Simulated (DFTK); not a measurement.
BaS under changes of volume

One of the cells (32.576 Å³/atom); the others are scaled copies at fixed shape and fractional positions:

```xyz
2
Lattice="0.0000 3.1938 3.1938 3.1938 0.0000 3.1938 3.1938 3.1938 0.0000" Properties=species:S:1:pos:R:3 pbc="T T T"
Ba    0.0000    0.0000    0.0000
S     3.1938    3.1938    3.1938
```

```yaml
Program: DFTK 0.8.2
Functional: PBE
Potentials_or_basis: dojo.nc.sr.pbe.v0_4_1.standard.upf (PBE)
Cutoff: 871 eV
k_mesh: 7 × 7 × 7
Occupations: fermi-dirac, width 0.05 eV
Spin: no spin polarisation
```

```tsv
volume (Å³/atom)	energy over the lowest point (meV/atom)	pressure (GPa)	gap on the mesh (eV)
30.622	35.30	4.4	2.10
31.273	19.92	3.2	2.14
31.925	9.22	2.1	2.17
32.576	?	?	?
33.228	0.00	0.2	2.24
33.879	0.67	-0.6	2.26
34.531	4.39	-1.3	2.29
```

Question: What does the run at 32.576 Å³/atom give?

Answer: Energy over the lowest point 2.72 meV/atom; pressure 1.1 GPa; gap on the mesh 2.21 eV.

Worked out: A Birch-Murnaghan fit of order 3 (a polynomial in V^(-2/3)) to the other rows has its minimum at 33.42 Å³/atom with B0 = V·E''(V) = 41 GPa and B' = 4.5. It gives 2.72 meV/atom at 32.576 Å³/atom, against the run's 2.72, and -dE/dV = 1.1 GPa, against 1.1. A straight line through the other rows of the gap, of slope 1.57 eV per unit of ln V, gives 2.20 eV, against the run's 2.21.

Energies are extrapolated to zero smearing.

Caveats: this release of the barium file is off; spin-orbit coupling is left out, which moves the levels of the heavy elements; an odd mesh through Γ misses points on the zone boundary, where band edges often lie.
